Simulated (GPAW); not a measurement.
SnO:

```
Sn O
1.0
     3.81370    0.00000    0.00000
     0.00000    3.81370    0.00000
     0.00000    0.00000    4.88691
Sn O
2 2
Direct
  0.50000 0.00000 0.76463
  0.00000 0.50000 0.23537
  0.00000 0.00000 0.00000
  0.50000 0.50000 0.00000
```

The cell is a database's computed one.

| Quantity | Value |
| --- | --- |
| Program | GPAW 26.7.0 |
| Task | single point |
| Functional | PBEsol |
| Potentials or basis | PAW data sets generated in the run's folder for this functional |
| Cutoff | 800 eV |
| Basis | pw |
| k mesh | 7 × 7 × 6 |
| Occupations | fermi-dirac, width 0.05 eV |
| Spin | no spin polarisation |

On this cell: pressure -1.2 GPa; largest force 0.022 eV/Å; band gap on the k mesh 0.36 eV, indirect (least direct gap 1.95 eV).

The same run follows on a disturbed copy (atoms moved at random, drawn with an rms of 0.05 Å):

```
CELL_PARAMETERS angstrom
3.81370 0.00000 0.00000
0.00000 3.81370 0.00000
0.00000 0.00000 4.88691
ATOMIC_POSITIONS crystal
Sn 0.50918 0.99567 0.76977
Sn 0.00319 0.50075 0.22490
O 0.00685 0.00345 0.99809
O 0.49356 0.49563 0.99839
```

Q: What changes?

A: The energy moves by +10.3 meV/atom; pressure 1.2 GPa; largest force 0.791 eV/Å; band gap on the k mesh 0.58 eV, indirect (least direct gap 1.84 eV).

Forces on the atoms (eV/Å):
```
Sn  -0.111  0.051 -0.704
Sn  -0.077 -0.009  0.787
O   -0.192 -0.181 -0.027
O    0.379  0.140 -0.056
```

Stress tensor (GPa, compression positive):
```
 0.90  0.04 -0.11
 0.04  0.79 -0.02
-0.11 -0.02  2.02
```

Caveats: spin-orbit coupling is left out, which moves the levels of the heavy elements; an odd mesh through Γ misses points on the zone boundary, where band edges often lie.
